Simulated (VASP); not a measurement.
# BN (P6_3/mmc) in VASP: further runs, part 2 of 2

VASP 6.6.1. Earlier steps stand in the parts before.

## Step 3: Band structure, HSE06

File POSCAR:

```
BN
1.0
    2.4982400000      0.0000000000      0.0000000000
   -1.2491200000      2.1635393048      0.0000000000
    0.0000000000      0.0000000000      6.6357000000
N B
2 2
Direct
    0.6666666667      0.3333333333      0.2500000000
    0.3333333333      0.6666666667      0.7500000000
    0.6666666667      0.3333333333      0.7500000000
    0.3333333333      0.6666666667      0.2500000000
```

File INCAR.step1:

```
ALGO = Normal
EDIFF = 1E-5
ENCUT = 520
GGA = PE
ISIF = 2
ISMEAR = 0
KPAR = 4
LASPH = T
LCHARG = F
LREAL = F
LWAVE = T
NELM = 100
PREC = Accurate
SIGMA = 0.02
```

File INCAR.step2:

```
ALGO = Normal
EDIFF = 1E-7
ENCUT = 520
GGA = PE
HFSCREEN = 0.2
ISIF = 2
ISMEAR = 0
ISTART = 1
KPAR = 4
LASPH = T
LCHARG = F
LHFCALC = T
LREAL = F
LWAVE = F
NELM = 100
PREC = Accurate
PRECFOCK = Fast
SIGMA = 0.02
```

File KPOINTS:

```
k-points
0
Gamma
  8 8 4
```

File KPOINTS_OPT:

```
path GMKGALHA,LM,KH
10
line-mode
reciprocal
 0.0000000000  0.0000000000  0.0000000000  G
 0.5000000000  0.0000000000  0.0000000000  M

 0.5000000000  0.0000000000  0.0000000000  M
 0.3333333333  0.3333333333  0.0000000000  K

 0.3333333333  0.3333333333  0.0000000000  K
 0.0000000000  0.0000000000  0.0000000000  G

 0.0000000000  0.0000000000  0.0000000000  G
 0.0000000000  0.0000000000  0.5000000000  A

 0.0000000000  0.0000000000  0.5000000000  A
 0.5000000000  0.0000000000  0.5000000000  L

 0.5000000000  0.0000000000  0.5000000000  L
 0.3333333333  0.3333333333  0.5000000000  H

 0.3333333333  0.3333333333  0.5000000000  H
 0.0000000000  0.0000000000  0.5000000000  A

 0.5000000000  0.0000000000  0.5000000000  L
 0.5000000000  0.0000000000  0.0000000000  M

 0.3333333333  0.3333333333  0.0000000000  K
 0.3333333333  0.3333333333  0.5000000000  H
```

Potentials or basis: VASP PAW PBE potentials, release 64 (N, B).

Launch:

```bash
cat potpaw_PBE.64/N/POTCAR potpaw_PBE.64/B/POTCAR > POTCAR
cp INCAR.step1 INCAR
mpirun -np 4 vasp_std > vasp.out
cp INCAR.step2 INCAR
mpirun -np 4 vasp_std > vasp.out
```

It took 10 min on 4 MPI ranks of Intel Xeon Platinum 8488C (Sapphire Rapids), shared host; peak memory 0.3 GiB.

Results (log left out):

```yaml
Free_energy: -40.8505 eV
Pressure: 0.3 GPa
Band_gap_on_the_k_mesh: 5.60 eV, indirect (least direct gap 6.10 eV)
Band_gap_along_the_path: 5.58 eV, indirect (least direct gap 6.09 eV)
```

Stress tensor (GPa, compression positive):
```
-0.75  0.00  0.00
 0.00 -0.75  0.00
 0.00  0.00  2.26
```

Levels at the corners of the path, in eV from the valence-band top:
| point | band 6 | band 7 | band 8 | band 9 | band 10 | band 11 |
| --- | --- | --- | --- | --- | --- | --- |
| Γ | -1.60 | -1.56 | -1.56 | 6.43 | 12.07 | 13.37 |
| M | -4.60 | -1.59 | -0.52 | 5.58 | 7.10 | 11.11 |
| M | -4.60 | -1.59 | -0.52 | 5.58 | 7.10 | 11.11 |
| K | -8.00 | -0.11 | -0.11 | 6.29 | 6.29 | 12.02 |
| K | -8.00 | -0.11 | -0.11 | 6.29 | 6.29 | 12.02 |
| Γ | -1.60 | -1.56 | -1.56 | 6.43 | 12.07 | 13.35 |
| Γ | -1.60 | -1.56 | -1.56 | 6.43 | 12.07 | 13.36 |
| A | -1.58 | -1.58 | -1.58 | 9.00 | 9.00 | 13.42 |
| A | -1.58 | -1.58 | -1.58 | 9.00 | 9.00 | 13.42 |
| L | -4.63 | -1.03 | -1.03 | 6.08 | 6.08 | 11.56 |
| L | -4.63 | -1.03 | -1.03 | 6.08 | 6.08 | 11.56 |
| H | -8.00 | -0.04 | -0.04 | 6.05 | 6.05 | 13.32 |
| H | -8.00 | -0.04 | -0.04 | 6.05 | 6.05 | 13.32 |
| A | -1.58 | -1.58 | -1.58 | 9.00 | 9.00 | 13.42 |
| L | -4.63 | -1.03 | -1.03 | 6.08 | 6.08 | 11.56 |
| M | -4.60 | -1.59 | -0.52 | 5.58 | 7.10 | 11.11 |
| K | -8.00 | -0.11 | -0.11 | 6.29 | 6.29 | 12.02 |
| H | -8.00 | -0.04 | -0.04 | 6.05 | 6.05 | 13.32 |

Caveat: the PAW data sets were made with another functional, which shifts forces and pressure a little; this functional lacks dispersion, which binds the layers, so the pressure and a relaxed spacing across them are unreliable.

## Step 4: Band structure, HSE03

POSCAR is that of step 3.

INCAR.step1 is that of step 3.

Edit INCAR.step2 of step 3 so:

```diff
@@ -4,3 +4,3 @@
 GGA = PE
-HFSCREEN = 0.2
+HFSCREEN = 0.3
 ISIF = 2
```

KPOINTS is that of step 3.

KPOINTS_OPT is that of step 3.

Launch:

```bash
cat potpaw_PBE.64/N/POTCAR potpaw_PBE.64/B/POTCAR > POTCAR
cp INCAR.step1 INCAR
mpirun -np 4 vasp_std > vasp.out
cp INCAR.step2 INCAR
mpirun -np 4 vasp_std > vasp.out
```

Wall time 11 min (4 MPI ranks of Intel Xeon Platinum 8488C (Sapphire Rapids), shared host); peak memory 0.3 GiB.

The run converged. Its results:

| Property | Result |
| --- | --- |
| Free energy | -40.0189 eV |
| Pressure | 0.4 GPa |
| Band gap on the k mesh | 5.34 eV, indirect (least direct gap 5.83 eV) |
| Band gap along the path | 5.32 eV, indirect (least direct gap 5.82 eV) |

Stress tensor (GPa, compression positive):
```
-0.56  0.00  0.00
 0.00 -0.56  0.00
 0.00  0.00  2.30
```

Levels at the corners of the path, in eV from the valence-band top:
| point | band 6 | band 7 | band 8 | band 9 | band 10 | band 11 |
| --- | --- | --- | --- | --- | --- | --- |
| Γ | -1.59 | -1.55 | -1.55 | 6.17 | 11.76 | 13.08 |
| M | -4.56 | -1.57 | -0.51 | 5.32 | 6.82 | 10.83 |
| M | -4.56 | -1.57 | -0.51 | 5.32 | 6.82 | 10.83 |
| K | -7.94 | -0.11 | -0.11 | 6.02 | 6.02 | 11.75 |
| K | -7.94 | -0.11 | -0.11 | 6.02 | 6.02 | 11.75 |
| Γ | -1.59 | -1.55 | -1.55 | 6.17 | 11.76 | 13.06 |
| Γ | -1.59 | -1.55 | -1.55 | 6.17 | 11.76 | 13.07 |
| A | -1.57 | -1.57 | -1.57 | 8.72 | 8.72 | 13.12 |
| A | -1.57 | -1.57 | -1.57 | 8.72 | 8.72 | 13.12 |
| L | -4.60 | -1.02 | -1.02 | 5.81 | 5.81 | 11.27 |
| L | -4.60 | -1.02 | -1.02 | 5.81 | 5.81 | 11.27 |
| H | -7.95 | -0.04 | -0.04 | 5.79 | 5.79 | 13.05 |
| H | -7.95 | -0.04 | -0.04 | 5.79 | 5.79 | 13.05 |
| A | -1.57 | -1.57 | -1.57 | 8.72 | 8.72 | 13.12 |
| L | -4.60 | -1.02 | -1.02 | 5.81 | 5.81 | 11.27 |
| M | -4.56 | -1.57 | -0.51 | 5.32 | 6.82 | 10.83 |
| K | -7.94 | -0.11 | -0.11 | 6.02 | 6.02 | 11.75 |
| H | -7.95 | -0.04 | -0.04 | 5.79 | 5.79 | 13.05 |

Caveat: the PAW data sets were made with another functional, which shifts forces and pressure a little.

## Step 5: Band structure, PBE0

POSCAR is that of step 4.

INCAR.step1 is that of step 4.

Edit INCAR.step2 of step 4 so:

```diff
@@ -1 +1,2 @@
+AEXX = 0.25
 ALGO = Normal
@@ -4,3 +5,3 @@
 GGA = PE
-HFSCREEN = 0.3
+HFRCUT = -1
 ISIF = 2
```

KPOINTS is that of step 4.

KPOINTS_OPT is that of step 4.

Launch:

```bash
cat potpaw_PBE.64/N/POTCAR potpaw_PBE.64/B/POTCAR > POTCAR
cp INCAR.step1 INCAR
mpirun -np 4 vasp_std > vasp.out
cp INCAR.step2 INCAR
mpirun -np 4 vasp_std > vasp.out
```

Wall time 10 min (4 MPI ranks of Intel Xeon Platinum 8488C (Sapphire Rapids), shared host); peak memory 0.21 GiB.

The run converged. Its results:

- Free energy: -42.6764 eV
- Pressure: 0.2 GPa
- Band gap on the k mesh: 6.34 eV, indirect (least direct gap 6.84 eV)
- Band gap along the path: 6.31 eV, indirect (least direct gap 6.82 eV)

Stress tensor (GPa, compression positive):
```
-0.75  0.00  0.00
 0.00 -0.75  0.00
 0.00  0.00  2.10
```

Levels at the corners of the path, in eV from the valence-band top:
| point | band 6 | band 7 | band 8 | band 9 | band 10 | band 11 |
| --- | --- | --- | --- | --- | --- | --- |
| Γ | -1.62 | -1.58 | -1.58 | 7.12 | 12.79 | 14.11 |
| M | -4.62 | -1.61 | -0.54 | 6.31 | 7.84 | 11.85 |
| M | -4.62 | -1.61 | -0.54 | 6.31 | 7.84 | 11.85 |
| K | -8.03 | -0.12 | -0.12 | 7.03 | 7.03 | 12.73 |
| K | -8.03 | -0.12 | -0.12 | 7.03 | 7.03 | 12.73 |
| Γ | -1.62 | -1.58 | -1.58 | 7.12 | 12.79 | 14.09 |
| Γ | -1.62 | -1.58 | -1.58 | 7.12 | 12.79 | 14.10 |
| A | -1.60 | -1.60 | -1.60 | 9.71 | 9.71 | 14.16 |
| A | -1.60 | -1.60 | -1.60 | 9.71 | 9.71 | 14.16 |
| L | -4.66 | -1.05 | -1.05 | 6.80 | 6.80 | 12.31 |
| L | -4.66 | -1.05 | -1.05 | 6.80 | 6.80 | 12.31 |
| H | -8.04 | -0.04 | -0.04 | 6.78 | 6.78 | 14.03 |
| H | -8.04 | -0.04 | -0.04 | 6.78 | 6.78 | 14.03 |
| A | -1.60 | -1.60 | -1.60 | 9.71 | 9.71 | 14.16 |
| L | -4.66 | -1.05 | -1.05 | 6.80 | 6.80 | 12.31 |
| M | -4.62 | -1.61 | -0.54 | 6.31 | 7.84 | 11.85 |
| K | -8.03 | -0.12 | -0.12 | 7.03 | 7.03 | 12.73 |
| H | -8.04 | -0.04 | -0.04 | 6.78 | 6.78 | 14.03 |

Caveat: the PAW data sets were made with another functional, which shifts forces and pressure a little; this functional lacks dispersion, which binds the layers, so the pressure and a relaxed spacing across them are unreliable.

## Step 6: For comparison

An earlier run on the cell as given: functional PBE; potentials or basis VASP PAW PBE potentials, release 64 (N, B); cutoff 520 eV; k mesh 12 × 12 × 4; occupations fermi-dirac, width 0.05 eV; no spin polarisation.

- Pressure: 5.1 GPa
- Band gap on the k mesh: 4.29 eV, indirect (least direct gap 4.66 eV)

## Step 7: Summary

```tsv
task	level	potentials or basis	k mesh	cutoff (eV)	smearing	ladder	GW scheme	GW iterations	cutoff of the response function	frequency points	mesh quality	gap on the mesh (eV)	pressure (GPa)
G0W0 quasiparticle levels	LDA	VASP PAW LDA potentials, release 64 (N_GW, B_GW)	6 × 6 × 2	500	gaussian 0.01 eV	free	G0W0	1	200	50	coarse	-	-
band structure	HSE06	VASP PAW PBE potentials, release 64 (N, B)	8 × 8 × 4	520	gaussian 0.02 eV	free	-	-	-	-	not flagged	5.60	0.3
band structure	HSE03	VASP PAW PBE potentials, release 64 (N, B)	8 × 8 × 4	520	gaussian 0.02 eV	free	-	-	-	-	not flagged	5.34	0.4
band structure	PBE0	VASP PAW PBE potentials, release 64 (N, B)	8 × 8 × 4	520	gaussian 0.02 eV	free	-	-	-	-	not flagged	6.34	0.2
single point	PBE	VASP PAW PBE potentials, release 64 (N, B)	12 × 12 × 4	520	fermi-dirac 0.05 eV	-	-	-	-	-	not flagged	4.29	5.1
```

Alike in all rows: no spin polarisation; cell as given.

Caveats: some runs use coarse meshes; the PAW data sets were made with another functional, which shifts forces and pressure a little (some runs); this functional lacks dispersion, which binds the layers, so the pressure and a relaxed spacing across them are unreliable (some runs); the cutoff is under 1.25 times the usual one of these potentials, so pressure, stress and relaxed cells hold a basis-set (Pulay) error (some runs); bands, screening cutoff and mesh are small and nothing is extrapolated, so the quasiparticle values aren't converged (some runs).

Absolute energies hang on the potentials; compare differences alone.
